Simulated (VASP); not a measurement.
Crystal: ZnS (Wurtzite-2H).

```
Zn S
1.0
     3.81100    0.00000    0.00000
    -1.90550    3.30042    0.00000
     0.00000    0.00000    6.23400
Zn S
2 2
Direct
  0.66667 0.33333 0.50000
  0.33333 0.66667 0.00000
  0.66667 0.33333 0.88500
  0.33333 0.66667 0.38500
```

* Program: VASP 6.6.1
* Task: relaxation of cell and atoms
* Functional: revPBE
* Dispersion: D3
* Potentials or basis: VASP PAW PBE potentials, release 64 (Zn, S)
* Cutoff: 600 eV
* k mesh: 8 × 8 × 5
* Occupations: fermi-dirac, width 0.05 eV
* Spin: no spin polarisation

At the start: pressure -1.2 GPa; volume 19.60 Å³/atom.

How do energy, volume and symmetry change on relaxing?

Over 7 steps the energy falls by 6.6 meV/atom and the volume is 19.27 Å³/atom (-1.7 %); space group P6_3mc (No. 186, to 0.05 Å).

Step by step:
| step | energy change (eV) | largest force (eV/Å) | pressure (GPa) | volume (Å³) |
| --- | --- | --- | --- | --- |
| 1 | 0.0000 | 0.3104 | -1.16 | 78.41 |
| 2 | -0.0203 | 0.0920 | 0.37 | 76.81 |
| 3 | -0.0204 | 0.1040 | 0.25 | 76.88 |
| 4 | -0.0234 | 0.0562 | 0.05 | 77.08 |
| 5 | -0.0252 | 0.0248 | -0.34 | 77.40 |
| 6 | -0.0262 | 0.0052 | 0.18 | 76.96 |
| 7 | -0.0264 | 0.0035 | -0.04 | 77.09 |

Final structure:
```yaml
crystal:
  lattice:
    - [3.78653, 0.00000, 0.00000]
    - [-1.89326, 3.27923, 0.00000]
    - [0.00000, 0.00000, 6.20846]
  atoms:
    - { symbol: Zn, position: [0.66667, 0.33333, 0.50541] }
    - { symbol: Zn, position: [0.33333, 0.66667, 0.00541] }
    - { symbol: S, position: [0.66667, 0.33333, 0.87959] }
    - { symbol: S, position: [0.33333, 0.66667, 0.37959] }
```

Caveat: the PAW data sets were made with another functional, which shifts forces and pressure a little.
